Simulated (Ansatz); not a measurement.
# TiSi2 (Fddd) in Ansatz: further runs

The runs below take TiSi2 through relaxation of cell and atoms, with revPBE+D4, BLYP+D3(BJ).

Program: Ansatz 0.2.0. These are calculated values, not measurements. Logs are shortened: lines on timing, memory, paths and dates and some standing lists are left out, and cuts for length are marked.

**1. The structure**

It takes space group Fddd (No. 70, orthorhombic). The conventional cell has a = 4.779 Å, b = 8.235 Å, c = 8.526 Å, α = 90.00°, β = 90.00°, γ = 90.00°. Ti (site symmetry 222) is surrounded by 10 Si at 2.55 to 2.78 Å. Si (site symmetry 2) is surrounded by 5 Si at 2.52 to 2.79 Å and 5 Ti at 2.55 to 2.78 Å.

The cell is a database's computed one.

**2. Relaxation of cell and atoms, revPBE+D4**

input.yaml reads:

```yaml
crystal:
  lattice:
    - [0.0, 4.1175163063, 4.2628978354]
    - [2.3895119538, 0.0, 4.2628978354]
    - [2.3895119538, 4.1175163063, 0.0]
  atoms:
    - { symbol: Ti, position: [0.75, 0.75, 0.75] }
    - { symbol: Ti, position: [0.5, 0.5, 0.5] }
    - { symbol: Si, position: [0.41256561, 0.08743439, 0.41256561] }
    - { symbol: Si, position: [0.08743439, 0.41256561, 0.08743439] }
    - { symbol: Si, position: [0.16256561, 0.83743439, 0.16256561] }
    - { symbol: Si, position: [0.83743439, 0.16256561, 0.83743439] }
hamiltonian:
  xc: revpbe
  pseudopotentials: { kind: paw }
  dispersion: d4
kpoints:
  mp_grid: { grid: [7, 7, 7] }
scf:
  occupations: { method: fermi_dirac, width: 0.05 }
output:
  forces: true
  stress: true
  eigenvalues: true
relax:
  f_tol: 0.01
  max_steps: 40
  cell: { stress_tol: 0.05 }
```

Potentials or basis: Ansatz PAW.

The run is started by

```console
> ansatz run input.yaml --threads 2 --pin off --max-ram 5632MiB --backend cpu --events-out ev --progress --plain --runs-dir out
```

What it wrote:

```text
Warning: RAYON_NUM_THREADS=2 ignored (pool sized by the plan → 2); use --threads N
Engine: ansatz 0.2.0, aarch64-unknown-linux-gnu
Pseudopotentials: kind: paw
Pseudopotential: Ti, paw, valence charge 12, recommended cutoff 420 eV (normal), Ti.paw.azcp
Pseudopotential: Si, paw, valence charge 4, recommended cutoff 420 eV (normal), Si.paw.azcp
Functional definition: revPBE
  parameter kappa = 1.245
  parameter beta = 0.06672455060314922
  exchange = pbe_x(kappa = kappa, mu = beta*pi^2/3)
  correlation = pbe_c(beta = beta)
Crystal: 6 atoms, lattice volume = 83.884 Å³
Basis set: ecut = 420 eV, 1617 PW (Γ), exchange–correlation on 80×72×64 points (8 copies of the dense FFT grid, shifted against one another)
Bands: 26, of which v1, the nominal top of the filled ones, is band 20 counted from 1 (19 counted from 0)
Symmetry: 8 space group operations
Space group: Fddd (ITA 70), of the structure as read, at distance tolerance 4.4e-5 Å
k-points: 64 of 343
Non-local potential: Ti, projectors of the file, l = 0: 3, l = 1: 2, l = 2: 3, l = 3: 1
Non-local potential: Si, projectors of the file, l = 0: 2, l = 1: 2, l = 2: 2
PAW form: soft (Blöchl's): semilocal exchange-correlation on the pseudo side does not see the compensation charge
PAW frozen core: Ti, regenerated for the run's functional, and the local potential with it (the file was generated under x = pbe(κ = 0.804, μ = 0.2195149727645171), c = pbe(β = 0.06672455060314922))
PAW frozen core: Si, regenerated for the run's functional, and the local potential with it (the file was generated under x = pbe(κ = 0.804, μ = 0.2195149727645171), c = pbe(β = 0.06672455060314922))
PAW one-centre angular grid: Ti, 590 points (default); XC on 64 Gauss nodes
PAW one-centre angular grid: Si, 110 points (default); XC on 64 Gauss nodes
Initial density: superposition of atomic densities (neutral atoms: chi_scale 0, normalization atom), corrected by the library's trained network
Initial wavefunctions: pseudopotential atomic-orbital guess
Functional: x = revpbe(κ = 1.245, μ = 0.2195149727645171), c = pbe(β = 0.06672455060314922)
SCF iter   1: F=—  HF=-7564.970947 eV  |F-HF|=—  |Δ(HF+E_count)|=         —  Δρ=4.84e-3  dr2=2.75e-2  ethr=1.77e-3  ⟨swp⟩=6.3  Hψ=8382  notcnv=0  defer=2
preconditioner: auto → Kerker (q_TF=auto, 2.412 Å⁻¹)  [metal: Δε(μ)=0.004 eV  Ē_g=6.381 eV  σ=0.050 eV  W_gap=0.02  n_scr=16 (ndim 8)  ℏωp=19.9 eV  f_vac=0.000  D(μ)=2.40/eV (n_scr^D=16)]
SCF iter   2: F=—  HF=-7564.967876 eV  |F-HF|=—  |Δ(HF+E_count)|=   3.07e-3  Δρ=2.25e-3  dr2=5.12e-3  ethr=6.87e-5  ⟨swp⟩=2.0  Hψ=2525  notcnv=0  defer=19
SCF iter   3: F=—  HF=-7564.967334 eV  |F-HF|=—  |Δ(HF+E_count)|=   5.42e-4  Δρ=6.62e-4  dr2=4.29e-4  ethr=1.28e-5  ⟨swp⟩=2.6  Hψ=2299  notcnv=0  defer=19
SCF iter   4: F=—  HF=-7564.967250 eV  |F-HF|=—  |Δ(HF+E_count)|=   8.49e-5  Δρ=1.11e-4  dr2=1.23e-5  ethr=1.07e-6  ⟨swp⟩=2.0  Hψ=2384  notcnv=0  defer=19
SCF iter   5: F=—  HF=-7564.967246 eV  |F-HF|=—  |Δ(HF+E_count)|=   3.33e-6  Δρ=1.77e-5  dr2=1.70e-7  ethr=3.07e-8  ⟨swp⟩=2.1  Hψ=2126  notcnv=0  defer=19
SCF iter   6: F=-7564.967246 eV  HF=-7564.967246 eV  |F-HF|=4.55e-9  |Δ(HF+E_count)|=   4.74e-8  Δρ=3.46e-6  dr2=8.81e-9  ethr=2.50e-10  ⟨swp⟩=6.5  Hψ=6766  notcnv=0
SCF 1 converged in 6 iterations: F = -7564.967246 eV  dr2 = 8.81e-9
relax step   1: F+E_penalty+E_count = -7564.96724628 eV  Δ(F+E_penalty+E_count) = +0.000e0 eV  max|allowed force component| = 3.910e-2 eV/Å  Δτ_max = 0.0000 Å  P = -3.929 GPa  Ω = 83.884 Å³  (6 SCF iters, dr2 threshold 1.00e-7 eV, accepted)
Crystal: 6 atoms, lattice volume = 81.158 Å³
Basis set: ecut = 420 eV, 1593 PW (Γ), exchange–correlation on 80×72×64 points (8 copies of the dense FFT grid, shifted against one another)
Initial density: handed on by an earlier stage of this run
Initial wavefunctions: those handed on with the density
iter 1 solved again at ethr=2.42e-5 eV; its pass at ethr=3.10e-3 eV (dr2=9.67e-3 eV) is discarded
SCF iter   1: F=—  HF=-7565.000063 eV  |F-HF|=—  |Δ(HF+E_count)|=         —  Δρ=2.75e-3  dr2=9.94e-3  ethr=2.42e-5  ⟨swp⟩=1.2  Hψ=9388  notcnv=0
preconditioner: auto → Kerker (q_TF=auto, 2.425 Å⁻¹)  [metal: Δε(μ)=0.006 eV  Ē_g=6.542 eV  σ=0.050 eV  W_gap=0.03  n_scr=16 (ndim 8)  ℏωp=20.2 eV  f_vac=0.000  D(μ)=2.38/eV (n_scr^D=16)]
SCF iter   2: F=—  HF=-7564.998279 eV  |F-HF|=—  |Δ(HF+E_count)|=   1.78e-3  Δρ=1.42e-3  dr2=2.73e-3  ethr=2.42e-5  ⟨swp⟩=1.1  Hψ=1676  notcnv=0
SCF iter   3: F=—  HF=-7564.997469 eV  |F-HF|=—  |Δ(HF+E_count)|=   8.10e-4  Δρ=2.83e-4  dr2=9.66e-5  ethr=6.83e-6  ⟨swp⟩=2.8  Hψ=2435  notcnv=0
SCF iter   4: F=—  HF=-7564.997444 eV  |F-HF|=—  |Δ(HF+E_count)|=   2.48e-5  Δρ=7.02e-5  dr2=3.90e-6  ethr=2.41e-7  ⟨swp⟩=2.0  Hψ=2381  notcnv=0
iter 5 did not close the SCF: its close was put off for the readings that it lacked (scf_convergence_deferred on its scf_iter line)
SCF iter   5: F=-7564.997443 eV  HF=-7564.997443 eV  |F-HF|=5.35e-9  |Δ(HF+E_count)|=   4.54e-7  Δρ=1.14e-5  dr2=6.63e-8  ethr=9.76e-9  ⟨swp⟩=2.5  Hψ=2496  notcnv=0
SCF iter   6: F=-7564.997443 eV  HF=-7564.997443 eV  |F-HF|=2.86e-9  |Δ(HF+E_count)|=   1.33e-8  Δρ=2.65e-6  dr2=5.60e-9  ethr=1.66e-10  ⟨swp⟩=1.9  Hψ=5369  notcnv=0
[... 29 lines left out ...]
Crystal: 6 atoms, lattice volume = 81.534 Å³
iter 1 solved again at ethr=4.96e-9 eV; its pass at ethr=3.10e-3 eV (dr2=1.98e-6 eV) is discarded
SCF iter   1: F=—  HF=-7565.001366 eV  |F-HF|=—  |Δ(HF+E_count)|=         —  Δρ=3.29e-5  dr2=1.93e-6  ethr=4.96e-9  ⟨swp⟩=2.9  Hψ=8171  notcnv=0
preconditioner: auto → Kerker (q_TF=auto, 2.423 Å⁻¹)  [metal: Δε(μ)=0.040 eV  Ē_g=6.541 eV  σ=0.050 eV  W_gap=0.19  n_scr=16 (ndim 8)  ℏωp=20.1 eV  f_vac=0.000  D(μ)=2.39/eV (n_scr^D=16)]
SCF iter   2: F=—  HF=-7565.001360 eV  |F-HF|=—  |Δ(HF+E_count)|=   5.82e-6  Δρ=1.64e-5  dr2=4.80e-7  ethr=4.83e-9  ⟨swp⟩=1.3  Hψ=1695  notcnv=0
SCF iter   3: F=—  HF=-7565.001360 eV  |F-HF|=—  |Δ(HF+E_count)|=   1.42e-7  Δρ=4.50e-6  dr2=3.26e-8  ethr=1.20e-9  ⟨swp⟩=2.5  Hψ=2350  notcnv=0
iter 4 did not close the SCF: its close was put off for the readings that it lacked (scf_convergence_deferred on its scf_iter line)
SCF iter   4: F=-7565.001360 eV  HF=-7565.001360 eV  |F-HF|=2.12e-10  |Δ(HF+E_count)|=   7.62e-9  Δρ=9.73e-7  dr2=6.43e-10  ethr=8.16e-11  ⟨swp⟩=2.0  Hψ=2257  notcnv=0
iter 5 did not close the SCF: its close was put off for the readings that it lacked (scf_convergence_deferred on its scf_iter line)
SCF iter   5: F=-7565.001360 eV  HF=-7565.001360 eV  |F-HF|=7.28e-12  |Δ(HF+E_count)|=  3.73e-11  Δρ=1.81e-7  dr2=2.17e-11  ethr=1.61e-12  ⟨swp⟩=2.3  Hψ=2598  notcnv=0
SCF iter   6: F=-7565.001360 eV  HF=-7565.001360 eV  |F-HF|=3.64e-12  |Δ(HF+E_count)|=  1.82e-12  Δρ=3.87e-8  dr2=1.78e-12  ethr=1.00e-12  ⟨swp⟩=1.0  Hψ=3584  notcnv=0
SCF 5 converged in 6 iterations: F = -7565.001360 eV  dr2 = 1.78e-12
relax step   5: F+E_penalty+E_count = -7565.00136012 eV  Δ(F+E_penalty+E_count) = -9.121e-6 eV  max|allowed force component| = 3.678e-3 eV/Å  Δτ_max = 0.0002 Å  P = -0.001 GPa  Ω = 81.534 Å³  energy of the carried Pulay correction = +4.625e-4 eV  (6 SCF iters, dr2 threshold 6.97e-9 eV, accepted)
Initial wavefunctions: pseudopotential atomic-orbital guess (no wavefunctions were taken with the density)
iter 1 solved again at ethr=5.86e-8 eV; its pass at ethr=3.10e-3 eV (dr2=2.34e-5 eV) is discarded
SCF iter   1: F=—  HF=-7565.000914 eV  |F-HF|=—  |Δ(HF+E_count)|=         —  Δρ=3.19e-5  dr2=9.92e-8  ethr=5.86e-8  ⟨swp⟩=3.0  Hψ=12291  notcnv=0
preconditioner: auto → Kerker (q_TF=auto, 2.423 Å⁻¹)  [metal: Δε(μ)=0.040 eV  Ē_g=6.542 eV  σ=0.050 eV  W_gap=0.19  n_scr=16 (ndim 8)  ℏωp=20.1 eV  f_vac=0.000  D(μ)=2.39/eV (n_scr^D=16)]
SCF iter   2: F=—  HF=-7565.000909 eV  |F-HF|=—  |Δ(HF+E_count)|=   5.25e-6  Δρ=1.70e-5  dr2=4.12e-8  ethr=2.48e-10  ⟨swp⟩=2.0  Hψ=2955  notcnv=0
SCF iter   3: F=—  HF=-7565.000909 eV  |F-HF|=—  |Δ(HF+E_count)|=   8.48e-8  Δρ=2.79e-6  dr2=1.06e-9  ethr=1.03e-10  ⟨swp⟩=2.0  Hψ=2792  notcnv=0
SCF iter   4: F=—  HF=-7565.000909 eV  |F-HF|=—  |Δ(HF+E_count)|=   2.48e-9  Δρ=5.87e-7  dr2=2.11e-10  ethr=2.65e-12  ⟨swp⟩=2.0  Hψ=2944  notcnv=0
iter 5 did not close the SCF: its close was put off for the readings that it lacked (scf_convergence_deferred on its scf_iter line)
SCF iter   5: F=-7565.000909 eV  HF=-7565.000909 eV  |F-HF|=0.00e0  |Δ(HF+E_count)|=  1.09e-10  Δρ=5.61e-8  dr2=1.39e-12  ethr=1.00e-12  ⟨swp⟩=2.7  Hψ=2398  notcnv=0
SCF iter   6: F=-7565.000909 eV  HF=-7565.000909 eV  |F-HF|=1.82e-12  |Δ(HF+E_count)|=  1.82e-12  Δρ=1.00e-8  dr2=3.74e-14  ethr=1.00e-12  ⟨swp⟩=2.1  Hψ=4515  notcnv=0
SCF 6 converged in 6 iterations: F = -7565.000909 eV  dr2 = 3.74e-14
relax step   6: F+E_penalty+E_count = -7565.00090925 eV  Δ(F+E_penalty+E_count) = +4.509e-4 eV  max|allowed force component| = 3.630e-3 eV/Å  Δτ_max = 0.0000 Å  P = -0.002 GPa  Ω = 81.534 Å³  stress off target by 1.30e-2 GPa  SCF on the basis re-selected at this cell (its energy is not comparable with the rows above)  (6 SCF iters)
basis re-selected at this cell: Δ(F+E_penalty+E_count) = +4.509e-4 eV, ΔP = -0.001 GPa vs the last step (what re-selecting the basis moved, of the pressure what is left beyond the Pulay correction that the steps carried, after the strain that the cell walked since its last selection, with what the two solves' SCF thresholds leave and, on support functions, any second-order correction that the steps lacked; it is no measure of the basis error at this ecutwfc). This SCF's stress stands 1.30e-2 GPa from its target on what of the cell is left free (relax.cell.stress_tol is 5.00e-2 GPa) and its largest allowed force component is 3.63e-3 eV/Å (relax.f_tol is 1.00e-2 eV/Å): within both
SCF converged after 6 iterations
Free energy (F): -7565.000909 eV
Harris-Foulkes:  -7565.000909 eV  (|F-HF|=1.82e-12)
Internal energy: -7564.981356 eV  (E = F + TS)
E sigma→0 (E₀):  -7564.991133 eV
Entropy (-TS):   -0.019553 eV (-3.259 meV/atom)
Fermi energy:    13.142480 eV
--- Per-component energies (eV) ---
  E_band       = -194.484179
  E_kinetic    = 724.147763
  E_local      = -1990.058453  (includes V_loc(G=0)·N_el)
  E_nonlocal   = 114.149483
  E_hartree    = 875.876061
  E_xc         = -425.573376
  E_vxc        = -443.461022  (∫ρ·V_xc dr)
  E_paw        = -4161.039763  (= ΣΔE_a)
  E_vpaw       = -351.014323  (= ΣTr[D̂ρ^β])
  E_aug_tail   = 0.000248  (compensation charges beyond the density's cutoff)
  E_ewald      = -2698.098651
  E_disp       = -4.233216  (pairwise vdW)
  E_core_change = -0.151451  (= ΣΔE_core)
  E_smearing   = -0.019553  (= −TS)
  E_closure    = 0.000000  (closes the sum)
  Σ components = -7565.000909   (vs F -7565.000909, Δ=0.00e0)
--- Forces (eV/Å), atoms counted from 1 ---
  atom   1  Ti    -0.00000000     0.00000000    -0.00000000
  atom   2  Ti     0.00000000    -0.00000000     0.00000000
  atom   3  Si    -0.00000000     0.00362967    -0.00000000
  atom   4  Si     0.00000000    -0.00362967    -0.00000000
  atom   5  Si    -0.00000000     0.00362967     0.00000000
  atom   6  Si     0.00000000    -0.00362967     0.00000000
  max |Σ_I F_I| component: 0.00e0 eV/Å
--- Stress (GPa, compression-positive) ---
       -0.004554       0.000000      -0.000000
        0.000000       0.012071       0.000000
       -0.000000       0.000000      -0.012981
  P = ⅓ Tr σ = -0.0018 GPa (-0.018 kbar)
--- Band table (eV; the first three rows and the last of 64) ---
  k-point 0: bands = ["-43.0947", "-43.0624", "-19.4571", "-19.4380", "-19.3515", "-19.3353", "-19.3153", "-19.3147", "0.3456", "6.3064", "7.5115", "7.5831", "7.9859", "9.2472", "9.4477", "10.5128", "10.7799", "11.0978", "11.3544", "11.7722", "12.1956", "15.2766", "16.4020", "16.6204", "16.7108", "16.7738"]
  k-point 1: bands = ["-43.0934", "-43.0635", "-19.4563", "-19.4371", "-19.3579", "-19.3354", "-19.3155", "-19.3132", "0.5659", "6.0351", "6.5413", "7.5287", "8.3721", "9.2749", "9.7867", "10.3297", "10.9306", "11.0851", "11.8422", "11.9310", "12.1834", "15.0572", "16.2345", "16.2925", "16.4752", "16.6338"]
  k-point 2: bands = ["-43.0902", "-43.0666", "-19.4576", "-19.4310", "-19.3746", "-19.3337", "-19.3167", "-19.3095", "1.1982", "5.1372", "5.6495", "7.4162", "8.1732", "8.9712", "10.0250", "10.5326", "11.3684", "11.7939", "12.0472", "12.3807", "12.9879", "14.5179", "15.7598", "15.8562", "16.0861", "16.1285"]
  k-point 63: bands = ["-43.0791", "-43.0776", "-19.4255", "-19.4140", "-19.3902", "-19.3764", "-19.3116", "-19.3080", "2.4250", "2.4586", "6.5285", "7.5842", "8.4656", "9.8599", "10.0417", "10.5186", "11.4256", "11.6758", "12.0796", "12.1077", "14.0247", "14.1001", "15.3481", "15.8887", "16.3095", "16.4547"]
--- Relaxed structure (5 steps of the walk, 5 accepted, 1 SCFs on fresh bases) ---
  F+E_penalty+E_count = -7565.00090925 eV   max|allowed force component| = 3.630e-3 eV/Å   (the final SCF, on the basis selected at the relaxed cell)
  cell:  # Å, volume = 81.5335 Å³
    - [3.201249139641809e-18, 4.0568652523650455, 4.24568069664155]
    - [2.3668374256498295, 1.5826264209999515e-33, 4.24568069664155]
    - [2.3668374256498295, 4.0568652523650455, 1.794418581356462e-18]
  atoms:
    - { symbol: Ti, position: [0.7499999999999997, 0.7500000000000001, 0.7500000000000001] }
    - { symbol: Ti, position: [0.5, 0.5, 0.5] }
    - { symbol: Si, position: [0.4132975604374143, 0.08670243956258572, 0.4132975604374144] }
    - { symbol: Si, position: [0.08670243956258572, 0.4132975604374143, 0.08670243956258583] }
    - { symbol: Si, position: [0.16329756043741428, 0.8367024395625857, 0.16329756043741428] }
    - { symbol: Si, position: [0.8367024395625856, 0.1632975604374144, 0.8367024395625857] }
```

Wall time 25 s (2 threads of Arm Neoverse V2, shared host); peak memory 0.44 GiB.

What came out:

```yaml
Free_energy: -7565.0009 eV
Relaxed_volume: 13.59 Å³/atom
Relaxed_cell: a = 5.872 Å, b = 4.861 Å, c = 4.697 Å, α = 75.80°, β = 53.36°, γ = 50.84°
Space_group_after_relaxing_to_0.05_Å: Fddd (No. 70)
Energy_gained_by_relaxing: 5.6 meV/atom
Ionic_steps: 6
Pressure_after_relaxing: 0.0 GPa
Largest_force_after_relaxing: 0.004 eV/Å
Band_gap_on_the_k_mesh: none (metal or under the smearing width)
```

Forces in eV/Å, atoms in the order of the input:
```
Ti   0.000  0.000  0.000
Ti   0.000  0.000  0.000
Si   0.000  0.004  0.000
Si   0.000 -0.004  0.000
Si   0.000  0.004  0.000
Si   0.000 -0.004  0.000
```

Step by step:
```csv
step,energy change (eV),largest force (eV/Å),volume (Å³)
1,0.0000,0.0391,83.88
2,-0.0302,0.0090,81.16
3,-0.0340,0.0062,81.56
4,-0.0341,0.0053,81.55
5,-0.0341,0.0037,81.53
6,-0.0337,0.0036,81.53
```

Final structure:
```cif
data_structure
_symmetry_space_group_name_H-M 'P 1'
_symmetry_Int_Tables_number 1
_cell_length_a 5.8723
_cell_length_b 4.8608
_cell_length_c 4.6968
_cell_angle_alpha 75.796
_cell_angle_beta 53.365
_cell_angle_gamma 50.839
_cell_volume 81.53
loop_
_atom_site_label
_atom_site_type_symbol
_atom_site_fract_x
_atom_site_fract_y
_atom_site_fract_z
_atom_site_occupancy
Ti1 Ti 0.75000 0.75000 0.75000 1
Ti2 Ti 0.50000 0.50000 0.50000 1
Si1 Si 0.41330 0.08670 0.41330 1
Si2 Si 0.08670 0.41330 0.08670 1
Si3 Si 0.16330 0.83670 0.16330 1
Si4 Si 0.83670 0.16330 0.83670 1
```

Levels at points of the mesh, in eV from the Fermi level:
```csv
k point,band 18,band 19,band 20,band 21,band 22,band 23
"(0.00, 0.00, 0.00)",-2.04,-1.79,-1.37,-0.95,2.13,3.26
```

Caveat: the plane-wave basis is chosen anew once the cell has moved, so the energies of steps on either side of that aren't comparable; pairwise dispersion overbinds metals, which lowers pressure and volume; the PAW data sets come from PBE, with cores solved anew for the run's functional, which leaves a small shift of forces and pressure.

**3. Relaxation of cell and atoms, BLYP+D3(BJ)**

Changes to input.yaml since step 2:

```diff
@@ -13,5 +13,5 @@
 hamiltonian:
-  xc: revpbe
+  xc: blyp
   pseudopotentials: { kind: paw }
-  dispersion: d4
+  dispersion: d3bj
 kpoints:
```

Potentials or basis: Ansatz PAW.

The run is started by

```console
> ansatz run input.yaml --threads 2 --pin off --max-ram 5632MiB --backend cpu --events-out ev --progress --plain --runs-dir out
```

It took 20 s on 2 threads of Arm Neoverse V2, shared host; peak memory 0.45 GiB.

The run converged. Its results:

```yaml
Free_energy: -7578.3456 eV
Relaxed_volume: 13.42 Å³/atom
Relaxed_cell: a = 5.843 Å, b = 4.826 Å, c = 4.689 Å, α = 75.76°, β = 53.18°, γ = 51.06°
Space_group_after_relaxing_to_0.05_Å: Fddd (No. 70)
Energy_gained_by_relaxing: 10.4 meV/atom
Ionic_steps: 5
Pressure_after_relaxing: 0.0 GPa
Largest_force_after_relaxing: 0.006 eV/Å
Band_gap_on_the_k_mesh: none (metal or under the smearing width)
```

Forces on the atoms (eV/Å):
```
Ti   0.000  0.000  0.000
Ti   0.000  0.000  0.000
Si   0.000  0.006  0.000
Si   0.000 -0.006  0.000
Si   0.000  0.006  0.000
Si   0.000 -0.006  0.000
```

The path:
| step | energy change (eV) | largest force (eV/Å) | volume (Å³) |
| --- | --- | --- | --- |
| 1 | 0.0000 | 0.0194 | 83.88 |
| 2 | -0.0616 | 0.0022 | 80.40 |
| 3 | -0.0631 | 0.0092 | 80.47 |
| 4 | -0.0634 | 0.0064 | 80.49 |
| 5 | -0.0625 | 0.0064 | 80.49 |

Final structure:
```yaml
crystal:
  lattice:
    - [0.00000, 4.05174, 4.20975]
    - [2.35953, 0.00000, 4.20975]
    - [2.35953, 4.05174, 0.00000]
  atoms:
    - { symbol: Ti, position: [0.75000, 0.75000, 0.75000] }
    - { symbol: Ti, position: [0.50000, 0.50000, 0.50000] }
    - { symbol: Si, position: [0.41320, 0.08680, 0.41320] }
    - { symbol: Si, position: [0.08680, 0.41320, 0.08680] }
    - { symbol: Si, position: [0.16320, 0.83680, 0.16320] }
    - { symbol: Si, position: [0.83680, 0.16320, 0.83680] }
```

Levels at points of the mesh, in eV from the Fermi level:
| k point | band 17 | band 18 | band 19 | band 20 | band 21 | band 22 | band 23 | band 24 |
| --- | --- | --- | --- | --- | --- | --- | --- | --- |
| (0.00, 0.00, 0.00) | -2.29 | -2.03 | -1.71 | -1.25 | -0.93 | 2.13 | 3.25 | 3.50 |

Caveat: the plane-wave basis is chosen anew once the cell has moved, so the energies of steps on either side of that aren't comparable; pairwise dispersion overbinds metals, which lowers pressure and volume; the PAW data sets come from PBE, with cores solved anew for the run's functional, which leaves a small shift of forces and pressure.
